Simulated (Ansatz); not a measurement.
Here is an Ansatz 0.2.0 calculation.

Contents of input.yaml:

```yaml
crystal:
  lattice:
    - [3.636, 0.0, 0.0]
    - [-1.818, 3.1488683682, 0.0]
    - [0.0, 0.0, 5.7826]
  atoms:
    - { symbol: Gd, position: [0.6666666667, 0.3333333333, 0.75], spin: 8.5 }
    - { symbol: Gd, position: [0.3333333333, 0.6666666667, 0.25], spin: 8.5 }
hamiltonian:
  xc: pbesol
  pseudopotentials: { kind: paw }
magnetization:
  spin_polarized: true
kpoints:
  mp_grid: { grid: [8, 8, 5] }
scf:
  occupations: { method: fermi_dirac, width: 0.05 }
output:
  forces: true
  stress: true
  eigenvalues: true
```

Potentials or basis: Ansatz PAW.

Command:

```console
$ ansatz run input.yaml --threads 2 --pin off --max-ram 5632MiB --backend cpu --events-out ev --progress --plain --runs-dir out
```

What does it give for the pressure?

-1.7 GPa.

What does it give for the site moments?

Gd +7.33 μB.

Predict the absolute moment.

15.22 μB per cell.

Estimate the band gap on the k mesh.

none (metal or under the smearing width).

Stress tensor (GPa, compression positive):
```
-1.84  0.00  0.00
 0.00 -1.84  0.00
 0.00  0.00 -1.56
```

Caveat: spin-orbit coupling is left out, which moves the levels of the heavy elements; the PAW data sets come from PBE, with cores solved anew for the run's functional, which leaves a small shift of forces and pressure. The state reached can hang on the start; a lower one may exist.
